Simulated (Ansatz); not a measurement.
Input and command of a plane-wave DFT calculation in Ansatz:

```yaml
crystal:
  lattice:
    - [0.0, 2.7304871182, 3.5496332537]
    - [2.7304871182, 0.0, 3.5496332537]
    - [2.7304871182, 2.7304871182, 0.0]
  atoms:
    - { symbol: In, position: [0.0, 0.0, 0.0] }
    - { symbol: P, position: [0.75, 0.75, 0.75] }
basis:
  ecutwfc: 420
kpoints:
  mp_grid: { grid: [12, 12, 12] }
hamiltonian:
  xc: pbe
scf:
  occupations: { method: gaussian, width: 0.05 }
output:
  forces: true
  stress: true
  eigenvalues: true
```

```bash
ansatz run input.yaml --threads 1 --pin off --max-ram 2560MiB --backend cpu --events-out ev --progress --plain --runs-dir out
```

Processor: Intel(R) Xeon(R) 6975P-C (Granite Rapids), 1 thread, on a host shared with other jobs.

Question: Estimate time, memory and problem size.

Answer: About 4.8 s on 1 thread of Intel(R) Xeon(R) 6975P-C (Granite Rapids), on a shared host, peak memory 0.46 GiB. It solves 13 bands at 163 k points (the mesh reduced by the symmetry that the task leaves, which can be less than the crystal's) with about 1071 plane waves, in 6 SCF iterations.
